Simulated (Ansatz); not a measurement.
Crystal: Al.

```xyz
1
Lattice="0.0000 2.0248 2.0248 2.0248 0.0000 2.0248 2.0248 2.0248 0.0000" Properties=species:S:1:pos:R:3 pbc="T T T"
Al    0.0000    0.0000    0.0000
```

| Property | Result |
| --- | --- |
| Program | Ansatz 0.2.0 |
| Task | relaxation of cell and atoms |
| Functional | BLYP |
| Potentials or basis | all-electron LAPW, scalar-relativistic |
| Basis error allowed | 0.001 eV/atom |
| k mesh | 11 × 11 × 11 |
| Occupations | fermi-dirac, width 0.05 eV |
| Spin | no spin polarisation |

At the start: volume 16.60 Å³/atom.

Task: How do energy, volume and symmetry change on relaxing?

Result: Over 4 steps the energy falls by 7.0 meV/atom and the volume is 17.38 Å³/atom (+4.7 %); space group Fm-3m (No. 225, to 0.05 Å).

The path:
| step | energy change (eV) | largest force (eV/Å) | volume (Å³) |
| --- | --- | --- | --- |
| 1 | 0.0000 | 0.0000 | 16.60 |
| 2 | -0.0070 | 0.0000 | 17.36 |
| 3 | -0.0070 | 0.0000 | 17.38 |
| 4 | -0.0070 | 0.0000 | 17.38 |

Final structure:
```cif
data_structure
_symmetry_space_group_name_H-M 'P 1'
_symmetry_Int_Tables_number 1
_cell_length_a 2.9075
_cell_length_b 2.9075
_cell_length_c 2.9075
_cell_angle_alpha 60.000
_cell_angle_beta 60.000
_cell_angle_gamma 60.000
_cell_volume 17.38
loop_
_atom_site_label
_atom_site_type_symbol
_atom_site_fract_x
_atom_site_fract_y
_atom_site_fract_z
_atom_site_occupancy
Al1 Al 0.00000 0.00000 0.00000 1
```

The cell as given is a measured one (16.60 Å³/atom); BLYP puts the equilibrium volume +4.7 % from it, thermal expansion not counted.
